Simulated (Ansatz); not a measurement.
## Se, a known structure type with other elements, at an estimated volume

```
Se
1.0
     0.00000    2.36710    2.36710
     2.36710    0.00000    2.36710
     2.36710    2.36710    0.00000
Se
1
Direct
  0.00000 0.00000 0.00000
```

Level: r2SCAN, no spin polarisation; 500 eV; 12×12×12 Γ-centred mesh; fermi-dirac occupations (width 0.0538 eV); Ansatz 0.2.0, fixed geometry.

Problem. What happens at the Fermi level?

Solution. It is a metal, with about 1.3 states/eV a cell as the mean within 0.25 eV of the Fermi level, mostly Se p (98 %).

Problem. Describe some of the short contacts.

Solution. Se–Se at 3.35 Å: least valence density 0.12 e/Å³ and ELF 0.17 there. Both are smooth PAW fields, read partly inside the augmentation spheres.

Problem. What does the stress say?

Solution. The pressure is -10.1 GPa (compression positive), so with the atoms held at these fractions the cell would first shrink.

Origin: a known structure type with other elements, at an estimated volume, so it need not be a known compound. Caveats: many states at the Fermi level without spin polarisation, so a magnetic state may lie lower.
